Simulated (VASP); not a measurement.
# ZnS (Wurtzite-2H) (P6_3mc) in VASP: notebook

Aim: see how the results for ZnS (Wurtzite-2H) move with the level of theory and the settings. Levels: PBE+MBD, PBEsol+D3. Tasks: relaxation of cell and atoms.

Program: VASP 6.6.1. These are calculated values, not measurements. Logs are shortened: lines on timing, memory, paths and dates and some standing lists are left out, and cuts for length are marked.

### Step 1. Starting point

It takes space group P6_3mc (No. 186, hexagonal). Conventional cell: a = 3.811 Å, b = 3.811 Å, c = 6.234 Å, α = 90.00°, β = 90.00°, γ = 120.00°. Zn (site symmetry 3m) is surrounded by 4 S at 2.31 to 2.40 Å. S (site symmetry 3m) has 4 Zn at 2.31 to 2.40 Å as nearest neighbours.

### Step 2. Relaxation of cell and atoms, PBE+MBD

Contents of INCAR:

```
ALGO = Normal
EDIFF = 1E-6
EDIFFG = -0.02
ENCUT = 600
GGA = PE
IBRION = 2
ISIF = 3
ISMEAR = -1
IVDW = 202
LASPH = T
LCHARG = F
LREAL = F
LWAVE = F
NELM = 60
NSW = 60
PREC = Accurate
SIGMA = 0.05
```

Contents of KPOINTS:

```
k-points
0
Gamma
  8 8 5
```

Contents of POSCAR:

```
ZnS
1.0
    3.8110000000      0.0000000000      0.0000000000
   -1.9055000000      3.3004228138      0.0000000000
    0.0000000000      0.0000000000      6.2340000000
Zn S
2 2
Direct
    0.6666666667      0.3333333333      0.5000000000
    0.3333333333      0.6666666667      0.0000000000
    0.6666666667      0.3333333333      0.8850000000
    0.3333333333      0.6666666667      0.3850000000
```

Potentials or basis: VASP PAW PBE potentials, release 64 (Zn, S).

Command:

```
$ cat potpaw_PBE.64/Zn/POTCAR potpaw_PBE.64/S/POTCAR > POTCAR
$ mpirun -np 1 vasp_std > vasp.out
```

OUTCAR:

```text
EDIFF = 1E-6
   EDIFFG = -0.02
   ENCUT = 600
   GGA = PE
   IBRION = 2
   ISIF = 3
   ISMEAR = -1
   IVDW = 202
   LASPH = T
   LREAL = F
   NELM = 60
   NSW = 60
   PREC = Accurate
  IVDW = 202

 ion  position               nearest neighbor table
   1  0.667  0.333  0.500-   4 2.31   4 2.31   4 2.31   3 2.40
   2  0.333  0.667  0.000-   3 2.31   3 2.31   3 2.31   4 2.40
   3  0.667  0.333  0.885-   2 2.31   2 2.31   2 2.31   1 2.40
   4  0.333  0.667  0.385-   1 2.31   1 2.31   1 2.31   2 2.40

  LATTYP: Found a hexagonal cell.
 ALAT       =     3.8110000000
 C/A-ratio  =     1.6357911309

  Lattice vectors:

 A1 = (   3.8110000000,   0.0000000000,   0.0000000000)
 A2 = (  -1.9055000000,   3.3004228138,   0.0000000000)
 A3 = (   0.0000000000,   0.0000000000,   6.2340000000)

Analysis of symmetry for initial positions (statically):
=====================================================================
 Subroutine PRICEL returns:
 Original cell was already a primitive cell.

 Routine SETGRP: Setting up the symmetry group for a
 hexagonal supercell.

 Subroutine GETGRP returns: Found 12 space group operations
 (whereof  6 operations were pure point group operations)
 out of a pool of 24 trial point group operations.

The static configuration has the point symmetry C_3v.
 The point group associated with its full space group is C_6v.

Analysis of symmetry for dynamics (positions and initial velocities):
=====================================================================
 Subroutine PRICEL returns:
 Original cell was already a primitive cell.

 Routine SETGRP: Setting up the symmetry group for a
 hexagonal supercell.

 Subroutine GETGRP returns: Found 12 space group operations
 (whereof  6 operations were pure point group operations)
 out of a pool of 24 trial point group operations.

The dynamic configuration has the point symmetry C_3v.
 The point group associated with its full space group is C_6v.

 Subroutine INISYM returns: Found 12 space group operations
 (whereof  6 operations are pure point group operations),
 and found     1 'primitive' translations

----------------------------------------------------------------------------------------

                                     Primitive cell

  volume of cell :      78.4107

  direct lattice vectors                    reciprocal lattice vectors
     3.811000000  0.000000000  0.000000000     0.262398321  0.151495741  0.000000000
    -1.905500000  3.300422814  0.000000000     0.000000000  0.302991482  0.000000000
     0.000000000  0.000000000  6.234000000     0.000000000  0.000000000  0.160410651

  length of vectors
     3.811000000  3.811000000  6.234000000     0.302991482  0.302991482  0.160410651

  position of ions in fractional coordinates (direct lattice)
     0.666666667  0.333333333  0.500000000
     0.333333333  0.666666667  0.000000000
     0.666666667  0.333333333  0.885000000
     0.333333333  0.666666667  0.385000000

  ion indices of the primitive-cell ions
   primitive index   ion index
                 1           1
                 2           2
                 3           3
                 4           4

----------------------------------------------------------------------------------------

 KPOINTS: k-points

Automatic generation of k-mesh.
 Grid dimensions read from file:
 generate k-points for:    8    8    5

 Generating k-lattice:

  Cartesian coordinates                     Fractional coordinates (reciprocal lattice)
     0.032799790  0.018936968  0.000000000     0.125000000  0.000000000  0.000000000
     0.000000000  0.037873935  0.000000000     0.000000000  0.125000000  0.000000000
     0.000000000  0.000000000  0.032082130     0.000000000  0.000000000  0.200000000

  Length of vectors
     0.037873935  0.037873935  0.032082130

  Shift w.r.t. Gamma in fractional coordinates (k-lattice)
     0.000000000  0.000000000  0.000000000

 Subroutine IBZKPT returns following result:
 ===========================================

 Found     30 irreducible k-points:

 Following reciprocal coordinates:
            Coordinates               Weight
  0.000000  0.000000  0.000000      1.000000
  0.125000  0.000000  0.000000      6.000000
  0.250000  0.000000  0.000000      6.000000
  0.375000  0.000000  0.000000      6.000000
  0.500000  0.000000  0.000000      3.000000
  0.125000  0.125000  0.000000      6.000000
[... 16 lines left out ...]
  0.250000  0.000000  0.400000     12.000000
  0.375000  0.000000  0.400000     12.000000
 [... further k-points ...]
   k-points           NKPTS =     30   k-points in BZ     NKDIM =     30   number of bands    NBANDS=     22
   number of dos      NEDOS =    301   number of ions     NIONS =      4
   total plane-waves  NPLWV =  45000
   dimension x,y,z NGX =    30 NGY =   30 NGZ =   50
   dimension x,y,z NGXF=    60 NGYF=   60 NGZF=  100
   ions per type =               2   2
   NGX,Y,Z   is equivalent  to a cutoff of  13.09, 13.09, 13.33 a.u.
   NGXF,Y,Z  is equivalent  to a cutoff of  26.17, 26.17, 26.67 a.u.
 SYSTEM =  unknown system
   PREC   = accura    normal or accurate (medium, high low for compatibility)
   ISTART =      0    job   : 0-new  1-cont  2-samecut
   ICHARG =      2    charge: 1-file 2-atom 10-const
   ISPIN  =      1    spin polarized calculation?
   LNONCOLLINEAR =      F non collinear calculations
   LSORBIT =      F    spin-orbit coupling
   LASPH  =      T    aspherical Exc in radial PAW
   ENCUT  =  600.0 eV  44.10 Ry    6.64 a.u.   7.61  7.61 12.45*2*pi/ulx,y,z
   NELM   =     60;   NELMIN=  2; NELMDL= -5     # of ELM steps
   EDIFF  = 0.1E-05   stopping-criterion for ELM
   LREAL  =      F    real-space projection
   EDIFFG = -.2E-01   stopping-criterion for IOM
   NSW    =     60    number of steps for IOM
   IBRION =      2    ionic relax: 0-MD 1-quasi-New 2-CG
   NFREE  =      1    steps in history (QN), initial steepest desc. (CG)
   ISIF   =      3    stress and relaxation
   ISYM   =      2    0-nonsym 1-usesym 2-fastsym
   POTIM  = 0.5000    time-step for ionic-motion
   TEBEG  =    0.0;   TEEND  =   0.0 temperature during run
   PSTRESS=    0.0 pullay stress
   NELECT =      36.0000    total number of electrons
   NUPDOWN=      -1.0000    fix difference up-down
   EMIN   =  10.00;   EMAX   =-10.00  energy-range for DOS
   EFERMI =   0.00;   METHOD = LEGACY
   ISMEAR =    -1;   SIGMA  =   0.05  broadening in eV -4-tet -1-fermi 0-gaus
   EFERMI_NEDOS =   21; number of points for ismear=-14 and -15
   IALGO  =     38    algorithm
   IMIX   =      4    mixing-type and parameters
     AMIX     =   0.40;   BMIX     =  1.00
     AMIX_MAG =   1.60;   BMIX_MAG =  1.00
  volume/ion in A,a.u.               =      19.60       132.29
  Fermi-wavevector in a.u.,A,eV,Ry     =   1.262943  2.386617 21.701647  1.595026
  Thomas-Fermi vector in A             =   2.396326
   LORBIT       =      0    0 simple, 1 ext, 2 COOP (PROOUT), +10 PAW based schemes
   GGA     = PE    functional components
   LHFCALC =     F    Hartree Fock is set to
   AEXX    =    0.0000 exact exchange contribution
   IVDW    =   202    specifies the selected vdW correction
   LEPSILON=     F    determine dielectric tensor
   LRPA    =     F    only Hartree local field effects (RPA)
 conjugate gradient relaxation of ions
 non-spin polarized calculation
  energy-cutoff  :      600.00
  volume of cell :       78.41
 maximum number of plane-waves:      2643
   NGX = 15   NGY = 15   NGZ = 25

--------------------------------------- Ionic step        1  -------------------------------------------

 number of electron      36.0000045 magnetization

 Free energy of the ion-electron system (eV)
  ---------------------------------------------------
  ext. energy  EPLUGINS =         0.00000000
  ---------------------------------------------------
  free energy    TOTEN  =       -13.65396175 eV

  energy without entropy =      -13.65396175  energy(sigma->0) =      -13.65396175

------------------------ aborting loop because EDIFF is reached ----------------------------------------

  Tkatchenko/Scheffler method for vdW energy calculation

  Edisp (eV):   -0.89700

  FORCE on cell =-STRESS in cart. coord.  units (eV):
  Direction    XX          YY          ZZ          XY          YZ          ZX
  --------------------------------------------------------------------------------------
  -------------------------------------------------------------------------------------
  Total       0.65757     0.65757    -0.35416     0.00000    -0.00000     0.00000
  in kB      13.43623    13.43623    -7.23651     0.00000    -0.00000     0.00000
  external pressure =        6.55 kB  Pullay stress =        0.00 kB
[... 191 lines left out ...]
  energy  without entropy=      -14.5716408157  energy(sigma->0) =      -14.57164082

--------------------------------------- Ionic step        6  -------------------------------------------

 number of electron      36.0000009 magnetization

 Free energy of the ion-electron system (eV)
  ---------------------------------------------------
  ext. energy  EPLUGINS =         0.00000000
  ---------------------------------------------------
  free energy    TOTEN  =       -13.68173100 eV

  energy without entropy =      -13.68173100  energy(sigma->0) =      -13.68173100

 E-fermi :   3.1373     XC(G=0):  -9.6253

 val. band max:        2.1261410524   @ k =   0.0000   0.0000   0.0000
 cond. band min:       4.3156775639   @ k =   0.0000   0.0000   0.0000
 fundamental gap:      2.1895365115
 Fermi energy:         3.1373163962

 k-point     1 :       0.0000    0.0000    0.0000
  band No.  band energies     occupation
      1     -11.0399      2.00000
      2     -10.1070      2.00000
      3      -4.2173      2.00000
      4      -4.2051      2.00000
      5      -4.2051      2.00000
      6      -4.1234      2.00000
[... 574 lines left out ...]
      6      -4.0004      2.00000
[... 14 lines left out ...]
     21       7.4537      0.00000
     22       7.8972      0.00000

 [... further k-points ...]

------------------------ aborting loop because EDIFF is reached ----------------------------------------

  Hirshfeld charges:
            ion         q(e)
   ------------------------------
      1     Zn       0.22626192
      2     Zn       0.22626192
      3     S       -0.22626192
      4     S       -0.22626192

  Tkatchenko/Scheffler method for vdW energy calculation

  Edisp (eV):   -0.89196

  FORCE on cell =-STRESS in cart. coord.  units (eV):
  Direction    XX          YY          ZZ          XY          YZ          ZX
  --------------------------------------------------------------------------------------
  -------------------------------------------------------------------------------------
  Total      -0.00773    -0.00773     0.04183     0.00000     0.00000     0.00000
  in kB      -0.15696    -0.15696     0.84952     0.00000     0.00000     0.00000
  external pressure =        0.18 kB  Pullay stress =        0.00 kB
[... 19 lines left out ...]
  FREE ENERGIE OF THE ION-ELECTRON SYSTEM (eV)
  ---------------------------------------------------
  free  energy   TOTEN  =       -14.5736884993 eV

  energy  without entropy=      -14.5736884993  energy(sigma->0) =      -14.57368850

 reached required accuracy - stopping structural energy minimisation
```

It took 3.6 min on 1 thread of Intel Xeon Platinum 8488C (Sapphire Rapids), shared host; peak memory 0.23 GiB.

What came out:

| Quantity | Value |
| --- | --- |
| Free energy | -14.5737 eV |
| Relaxed volume | 19.72 Å³/atom |
| Relaxed cell | a = 3.817 Å, b = 3.817 Å, c = 6.253 Å, α = 90.00°, β = 90.00°, γ = 120.00° |
| Space group after relaxing (to 0.05 Å) | P6_3mc (No. 186) |
| Energy gained by relaxing | 5.7 meV/atom |
| Ionic steps | 6 |
| Pressure after relaxing | 0.0 GPa |
| Largest force after relaxing | 0.009 eV/Å |
| Band gap on the k mesh | 2.19 eV, direct |
| Hirshfeld charges | Zn +0.23; S -0.23 e |
| Dispersion energy per atom | -0.223 eV |

Forces in eV/Å, atoms in the order of the input:
```
Zn   0.000  0.000  0.009
Zn   0.000  0.000  0.009
S    0.000  0.000 -0.009
S    0.000  0.000 -0.009
```

Step by step:
```
step  energy change (eV)  largest force (eV/Å)  pressure (GPa)  volume (Å³)
   1              0.0000                0.3208            0.65        78.41
   2             -0.0168                0.0997           -0.38        79.32
   3             -0.0168                0.0913           -0.40        79.35
   4             -0.0199                0.0440            0.09        78.90
   5             -0.0207                0.0074            0.38        78.58
   6             -0.0227                0.0092            0.02        78.88
```

Final structure:
```
CELL_PARAMETERS angstrom
3.81653 0.00000 0.00000
-1.90826 3.30521 0.00000
0.00000 0.00000 6.25341
ATOMIC_POSITIONS crystal
Zn 0.66667 0.33333 0.50518
Zn 0.33333 0.66667 0.00518
S 0.66667 0.33333 0.87982
S 0.33333 0.66667 0.37982
```

Levels at points of the mesh, in eV from the valence-band top:
| k point | band 14 | band 15 | band 16 | band 17 | band 18 | band 19 | band 20 | band 21 | band 22 |
| --- | --- | --- | --- | --- | --- | --- | --- | --- | --- |
| (0.00, 0.00, 0.00) | -0.89 | -0.89 | -0.07 | 0.00 | 0.00 | 2.19 | 3.09 | 6.31 | 6.31 |
| (0.50, 0.00, 0.00) | -4.10 | -3.25 | -2.22 | -1.67 | -0.88 | 3.67 | 4.24 | 5.13 | 6.92 |

### Step 3. Relaxation of cell and atoms, PBEsol+D3

Contents of INCAR:

```
PREC = Accurate
ENCUT = 600
EDIFF = 1E-6
ISMEAR = -1
SIGMA = 0.05
LREAL = F
LASPH = T
NELM = 80
ALGO = Normal
ISIF = 3
LWAVE = F
LCHARG = F
GGA = PS
IVDW = 11
IBRION = 2
NSW = 60
EDIFFG = -0.005
```

Contents of KPOINTS:

```
regular mesh
0
Gamma
  8 8 5
```

POSCAR is that of step 2.

Potentials or basis: VASP PAW PBE potentials, release 64 (Zn, S).

Command:

```
$ cat potpaw_PBE.64/Zn/POTCAR potpaw_PBE.64/S/POTCAR > POTCAR
$ mpirun -np 1 vasp_std > vasp.out
```

OUTCAR:

```text
PREC = Accurate
   ENCUT = 600
   EDIFF = 1E-6
   ISMEAR = -1
   LREAL = F
   LASPH = T
   NELM = 80
   ISIF = 3
   GGA = PS
   IVDW = 11
   IBRION = 2
   NSW = 60
   EDIFFG = -0.005
 IVDW          = 11

 ion  position               nearest neighbor table
   1  0.667  0.333  0.500-   4 2.31   4 2.31   4 2.31   3 2.40
   2  0.333  0.667  0.000-   3 2.31   3 2.31   3 2.31   4 2.40
   3  0.667  0.333  0.885-   2 2.31   2 2.31   2 2.31   1 2.40
   4  0.333  0.667  0.385-   1 2.31   1 2.31   1 2.31   2 2.40

  LATTYP: Found a hexagonal cell.
 ALAT       =     3.8110000000
 C/A-ratio  =     1.6357911309

  Lattice vectors:

 A1 = (   3.8110000000,   0.0000000000,   0.0000000000)
 A2 = (  -1.9055000000,   3.3004228138,   0.0000000000)
 A3 = (   0.0000000000,   0.0000000000,   6.2340000000)

Analysis of symmetry for initial positions (statically):
[... 910 lines left out ...]

  energy  without entropy=      -16.0507062012  energy(sigma->0) =      -16.05070620

[... ionic steps 4 to 9 ...]

--------------------------------------- Ionic step       10  -------------------------------------------

 number of electron      35.9999985 magnetization

------------------------ aborting loop because EDIFF is reached ----------------------------------------
[... 79 lines left out ...]
--------------------------------------- Ionic step       12  -------------------------------------------

 number of electron      35.9999985 magnetization

 Free energy of the ion-electron system (eV)
  ---------------------------------------------------
  ext. energy  EPLUGINS =         0.00000000
  ---------------------------------------------------
  free energy    TOTEN  =       -15.15351522 eV

  energy without entropy =      -15.15351522  energy(sigma->0) =      -15.15351522

 E-fermi :   3.4730     XC(G=0): -10.0806

 val. band max:        2.5152519147   @ k =   0.0000   0.0000   0.0000
 cond. band min:       4.7941170909   @ k =   0.0000   0.0000   0.0000
 fundamental gap:      2.2788651762
 Fermi energy:         3.4730068643

 k-point     1 :       0.0000    0.0000    0.0000
  band No.  band energies     occupation
      1     -11.0324      2.00000
      2      -9.9846      2.00000
      3      -4.0798      2.00000
      4      -4.0643      2.00000
      5      -4.0643      2.00000
      6      -3.9750      2.00000
[... 626 lines left out ...]
  FREE ENERGIE OF THE ION-ELECTRON SYSTEM (eV)
  ---------------------------------------------------
  free  energy   TOTEN  =       -16.0581720781 eV

  energy  without entropy=      -16.0581720780  energy(sigma->0) =      -16.05817208

 reached required accuracy - stopping structural energy minimisation
```

CONTCAR:

```text
ZnS
   1.00000000000000
     3.7531359717044865    0.0000000000000000    0.0000000000000000
    -1.8765679858522433    3.2503110953318064   -0.0000000000000000
     0.0000000000000000    0.0000000000000000    6.1507924090133219
  Zn              S
     2     2
Direct
     0.6666666667000030    0.3333333332999970    0.5052243717472118
     0.3333333332999970    0.6666666667000030    0.0052243717472120
     0.6666666667000030    0.3333333332999970    0.8797756282527862
     0.3333333332999970    0.6666666667000030    0.3797756282527860

  0.00000000E+00  0.00000000E+00  0.00000000E+00
  0.00000000E+00  0.00000000E+00  0.00000000E+00
  0.00000000E+00  0.00000000E+00  0.00000000E+00
  0.00000000E+00  0.00000000E+00  0.00000000E+00
```

It took 6.4 min on 1 thread of Intel Xeon Platinum 8488C (Sapphire Rapids), shared host; peak memory 0.24 GiB.

What came out:

```
Free energy                            : -16.0582 eV
Relaxed volume                         : 18.76 Å³/atom
Relaxed cell                           : a = 3.753 Å, b = 3.753 Å, c = 6.151 Å, α = 90.00°, β = 90.00°, γ = 120.00°
Space group after relaxing (to 0.05 Å) : P6_3mc (No. 186)
Energy gained by relaxing              : 14.2 meV/atom
Ionic steps                            : 12
Pressure after relaxing                : 0.0 GPa
Band gap on the k mesh                 : 2.28 eV, direct
Dispersion energy per atom             : -0.226 eV
```

Forces in eV/Å, atoms in the order of the input:
```
Zn   0.000  0.000  0.002
Zn   0.000  0.000  0.002
S    0.000  0.000 -0.002
S    0.000  0.000 -0.002
```

The path:
| step | energy change (eV) | largest force (eV/Å) | pressure (GPa) | volume (Å³) |
| --- | --- | --- | --- | --- |
| 1 | 0.0000 | 0.2955 | -3.27 | 78.41 |
| 2 | -0.0464 | 0.1262 | 1.26 | 73.95 |
| 3 | -0.0495 | 0.1700 | 0.37 | 74.75 |
| 4 | -0.0536 | 0.0544 | 0.10 | 74.96 |
| 5 | -0.0539 | 0.0143 | 0.07 | 75.03 |
| 6 | -0.0562 | 0.0155 | -0.23 | 75.22 |
| 7 | -0.0566 | 0.0155 | -0.34 | 75.31 |
| 8 | -0.0569 | 0.0112 | 0.26 | 74.88 |
| 9 | -0.0570 | 0.0124 | 0.04 | 75.02 |
| 10 | -0.0570 | 0.0127 | 0.00 | 75.04 |
| 11 | -0.0570 | 0.0118 | 0.03 | 75.03 |
| 12 | -0.0570 | 0.0023 | 0.00 | 75.03 |

Final structure:
```
Zn S
1.0
     3.75314    0.00000    0.00000
    -1.87657    3.25031    0.00000
     0.00000    0.00000    6.15079
Zn S
2 2
Cartesian
  1.8766 1.0834 3.1075
  0.0000 2.1669 0.0321
  1.8766 1.0834 5.4113
  0.0000 2.1669 2.3359
```

Levels at points of the mesh, in eV from the valence-band top:
```csv
k point,band 14,band 15,band 16,band 17,band 18,band 19,band 20,band 21,band 22
"(0.00, 0.00, 0.00)",-0.98,-0.98,-0.08,0.00,0.00,2.28,3.06,6.18,6.18
"(0.50, 0.00, 0.00)",-4.35,-3.55,-2.44,-1.86,-0.97,3.48,4.27,4.95,6.79
```

Caveat: the PAW data sets were made with another functional, which shifts forces and pressure a little.

### Step 4. The reference run

An earlier run on the cell as given: functional PBEsol; potentials or basis VASP PAW PBE potentials, release 64 (Zn, S); cutoff 520 eV; k mesh 8 × 8 × 5; occupations fermi-dirac, width 0.05 eV; no spin polarisation.

* Pressure: -1.1 GPa
* Largest force: 0.309 eV/Å
* Band gap on the k mesh: 2.12 eV, direct

### Step 5. Overview

```csv
task,level,cell,cutoff (eV),ladder,gap on the mesh (eV),pressure (GPa),relaxed volume (Å³/atom),largest force (eV/Å)
relaxation of cell and atoms,PBE+MBD,relaxed,600,-,2.19,0.0,19.72,0.01
relaxation of cell and atoms,PBEsol+D3,relaxed,600,-,2.28,0.0,18.76,-
single point,PBEsol,as given,520,free,2.12,-1.1,-,0.31
```

Alike in all rows: potentials or basis VASP PAW PBE potentials, release 64 (Zn, S); no spin polarisation; k mesh 8 × 8 × 5; smearing fermi-dirac 0.05 eV.

Caveats: the PAW data sets were made with another functional, which shifts forces and pressure a little (some runs).

Total energies depend on the potentials used, so only differences within one code and one set of settings carry meaning.
